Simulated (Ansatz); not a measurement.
Wanted: the native input for an Ansatz 0.2.0 run.

```
Task                : single point
Functional          : PBE
Potentials or basis : Ansatz PAW
Cutoff              : 420 eV (not typed: the program's choice for these potentials)
k mesh              : 10 × 10 × 10
Occupations         : gaussian, width 0.016 eV
Spin                : no spin polarisation
```

Crystal: TaN.

```
Ta N
1.0
     0.00000    2.21132    2.21132
     2.21132    0.00000    2.21132
     2.21132    2.21132    0.00000
Ta N
1 1
Direct
  0.50000 0.50000 0.50000
  0.00000 0.00000 0.00000
```

The cell comes from a database or a generator and needn't be the stable form of this composition.

These files were run (other wordings do the same):

input.yaml

```yaml
crystal:
  lattice:
    - [0.0, 2.211323, 2.211323]
    - [2.211323, 0.0, 2.211323]
    - [2.211323, 2.211323, 0.0]
  atoms:
    - { symbol: Ta, position: [0.5, 0.5, 0.5] }
    - { symbol: "N", position: [0.0, 0.0, 0.0] }
hamiltonian:
  xc: pbe
  pseudopotentials: { kind: paw }
kpoints:
  mp_grid: { grid: [10, 10, 10] }
scf:
  occupations: { method: gaussian, width: 0.016 }
output:
  forces: true
  stress: true
  eigenvalues: true
```

Potentials or basis: Ansatz PAW.

The run is started by

```console
$ ansatz run input.yaml --threads 2 --pin off --max-ram 5632MiB --backend cpu --events-out ev --progress --plain --runs-dir out
```

Results of the run:

```yaml
Pressure: -1.4 GPa
Band_gap_on_the_k_mesh: none (metal or under the smearing width)
```

Caveat: the pressure holds a Pulay correction of +0.5 GPa for the finite cutoff.

Wall time 0.84 s on 2 threads of Arm Neoverse V1, on a shared host, peak memory 0.28 GiB.
